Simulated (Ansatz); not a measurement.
## SiO2: stable or not

The structure comes from a generated guess, relaxed at this level; another structure or a mixture of phases may lie lower.

Level of theory: Ansatz 0.2.0, DFT PBE+D3(BJ), scalar-relativistic, plane waves, PAW. The final run on the 6-atom cell used 420 eV, a Γ-centred 12×12×4 mesh, 0.02 eV smearing and no spin polarisation.

```xyz
6
Lattice="2.6870 0.0000 0.0000 -1.3435 2.3270 0.0000 0.0000 0.0000 9.1713" Properties=species:S:1:pos:R:3 pbc="T T T"
Si    0.0000    1.5513    0.9273
Si    1.3435    0.7757    5.5130
O     0.0000    0.0000    1.8422
O     1.3435    0.7757    0.0119
O     0.0000    0.0000    6.4279
O     0.0000    1.5513    4.5975
```

Energies over the elements count from the elements' standard structures at the same level (O₂ as a molecule), with no fitted energy shifts.

Question: These tests were run: energy against the elements; random kick, then relaxation without symmetry; phonons on a 3×3×1 q mesh. What do they show?

Answer:

| test | result |
| --- | --- |
| energy against the elements | −2.537 eV/atom |
| random kick, then relaxation without symmetry | returns |
| phonons on a 3×3×1 q mesh | no imaginary mode on the mesh |

It fails none of these tests. Whether a mixture of other phases lies lower isn't tested here.

The kick test ran on a coarse mesh. The run for the phonons used a 12×12×4 k mesh.
